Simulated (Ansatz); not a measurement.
ZnSe: the change of energy above lowest point and pressure with volume scale

All results are calculated (Ansatz 0.2.0). Free energy against uniform scaling of the volume at fixed shape and fractions; periodic cell, basis, potentials, k mesh and filling as listed.

The cell before it is scaled or strained (space group F-43m, No. 216):
```
ZnSe
1.0
      0.0000     2.8338     2.8338
      2.8338     0.0000     2.8338
      2.8338     2.8338     0.0000
Zn Se
1 1
Direct
  0.00000 0.00000 0.00000
  0.25000 0.25000 0.25000
```

Settings of every row: functional PBEsol; dispersion none; potentials PAW; wave cutoff 517.02 eV; density cutoff 2068.1 eV; k mesh 6x6x6; k shift 0x0x0; occupations fixed; smearing width 0 eV; spin none.

| row | volume scale | V (Å³/atom) | energy above lowest point (meV/atom) | pressure (GPa) |
| --- | --- | --- | --- | --- |
| 1 | 0.9 | 20.481 | 37.3 | 6.96 |
| 2 | 0.925 | 21.05 | 17.1 | 4.5 |
| 3 | 0.95 | 21.619 | ? | ? |
| 4 | 0.975 | 22.188 | 0 | 0.5 |
| 5 | 1 | 22.757 | 1.1 | -1.11 |
| 6 | 1.025 | 23.326 | 7.6 | -2.51 |
| 7 | 1.05 | 23.894 | 18.8 | -3.73 |
| 8 | 1.075 | 24.463 | 33.9 | -4.78 |
| 9 | 1.1 | 25.032 | 52.5 | -5.69 |

Question: what energy above lowest point and pressure should row 3 give?

Worked fit of energy above lowest point. Take u = (V_r/V)^(2/3) − 1 with V_r = 23.041 Å³ an atom, which is twice the finite (Eulerian) strain; such expansions in the strain, on which the Birch-Murnaghan equation of state is built, carry the rest volume and the bulk modulus. The shown rows have u = 0.08168, 0.0621, 0.02547, 0.0083, -0.00816, -0.02394, -0.03914, -0.05375. Least squares give energy above lowest point = 3.76 − 395.8 × u + 9657 × u² + 2679 × u³ meV/atom; a parabola predicts inner rows, each left out in turn, worse (root mean square 0.2 against 0.061 meV/atom). The rows lie off it by 0.0, 0.0, 0.0, 0.0, 0.0, 0.1, 0.0, 0.0. Its lowest point lies at u = 0.0203, or V = 22.36 Å³ an atom, and the curvature there gives the bulk modulus at fixed shape and fractions, B = (4/9)(1 + u)² E″(u)/V = 65.1 GPa. The withheld row has u = 0.04338, so the fit gives 3.76 − 395.8 × (0.04338) + 9657 × (0.04338)² + 2679 × (0.04338)³ = 5.0 meV/atom.

The calculation gave 5 meV/atom. The fit meets it to the printed digit.

Worked fit of pressure. Take u = (V_r/V)^(2/3) − 1 with V_r = 23.041 Å³ an atom, which is twice the finite (Eulerian) strain; such expansions in the strain, on which the Birch-Murnaghan equation of state is built, carry the rest volume and the bulk modulus. The shown rows have u = 0.08168, 0.0621, 0.02547, 0.0083, -0.00816, -0.02394, -0.03914, -0.05375. Least squares give pressure = −1.836 + 85.07 × u + 259.9 × u² + 209 × u³ GPa; a parabola predicts inner rows, each left out in turn, worse (root mean square 0.016 against 0.0038 GPa). All shown rows lie on it to the printed digit. The pressure vanishes at u = 0.0203, or V = 22.36 Å³ an atom, and there the bulk modulus at fixed shape and fractions is B = −V dP/dV = (2/3)(1 + u) dP/du = 65.2 GPa. The withheld row has u = 0.04338, so the fit gives −1.836 + 85.07 × (0.04338) + 259.9 × (0.04338)² + 209 × (0.04338)³ = 2.36 GPa.

The calculation gave 2.36 GPa. The fit meets it to the printed digit.
